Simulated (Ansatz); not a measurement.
# AlAs: the cost of one run

Program: Ansatz 0.2.0. Level of theory: DFT PBE, scalar-relativistic, plane waves, PAW. These are calculated values, not measurements.

1 further run of the same task is left out (set aside as unsound or not needed).

## 1. Starting point

The structure is cubic, space group F-43m (No. 216). Conventional cell: a = 5.728 Å, b = 5.728 Å, c = 5.728 Å, α = 90.00°, β = 90.00°, γ = 90.00°. Al (site symmetry -43m) is surrounded by 4 As at 2.48 Å. As (site symmetry -43m) has 4 Al at 2.48 Å in its first shell of neighbours.

Coordinates:

```xyz
2
Lattice="0.0000 2.8638 2.8638 2.8638 0.0000 2.8638 2.8638 2.8638 0.0000" Properties=species:S:1:pos:R:3 pbc="T T T"
Al    0.0000    0.0000    0.0000
As    4.2957    4.2957    4.2957
```

It is the result of an earlier relaxation at this level (volume 23.49 Å³/atom; gap on the mesh: 1.50 eV).

Bulk energy on matching settings, from an earlier run: -2697.3072 eV/atom.

## 2. The (111) slab

Planes are indexed in the bulk's conventional cell (F-43m (No. 216)), a = 5.728 Å, b = 5.728 Å, c = 5.728 Å, α = 90.00°, β = 90.00°, γ = 90.00°.

Cut from the relaxed bulk: a (111) slab, 10.7 Å thick as cut, with 15 Å of vacuum; its outer planes are Al (top) and As (bottom).

The slab as cut. Its planes from the bottom up:

```tsv
plane	atoms per cell	height over the lowest (Å)
1	As	0.00
2	Al	0.83
3	As	3.31
4	Al	4.13
5	As	6.61
6	Al	7.44
7	As	9.92
8	Al	10.75
```

## 3. Single point on the unrelaxed (111) slab

A dipole layer in the vacuum cancels the field that periodic copies would set up if the slab's two faces differ.

File input.yaml:

```yaml
crystal:
  lattice:
    - [4.0500342343, 0.0, 0.0]
    - [-2.0250171172, 3.5074325331, 0.0]
    - [0.0, 0.0, 25.7472270912]
  atoms:
    - { symbol: As, position: [0.0, 0.0, 0.2912935041] }
    - { symbol: Al, position: [0.3333333333, 0.6666666667, 0.3234021958] }
    - { symbol: As, position: [0.3333333333, 0.6666666667, 0.4197282708] }
    - { symbol: Al, position: [0.6666666667, 0.3333333333, 0.4518369625] }
    - { symbol: As, position: [0.6666666667, 0.3333333333, 0.5481630375] }
    - { symbol: Al, position: [0.0, 0.0, 0.5802717292] }
    - { symbol: As, position: [0.0, 0.0, 0.6765978042] }
    - { symbol: Al, position: [0.3333333333, 0.6666666667, 0.7087064959] }
basis:
  ecutwfc: 420
kpoints:
  mp_grid: { grid: [9, 9, 1] }
hamiltonian:
  xc: pbe
scf:
  occupations: { method: gaussian, width: 0.05 }
output:
  forces: true
  stress: true
  eigenvalues: true
  write_density: true
  write_potential: true
  elf: true
  volumetric_format: npy
efield:
  axis: 3
  dipole_correction: true
  ramp_width: 0.04
```

Command:

```console
$ ansatz run input.yaml --threads 1 --pin off --max-ram 2560MiB --backend cpu --events-out ev --progress --plain --runs-dir out
```

**Question.** How long does this run take on 1 thread of Intel Xeon at 2.50GHz (Skylake/Cascade Lake), shared host, and how much memory does it need?

About 39 s, with a peak of 0.56 GiB.
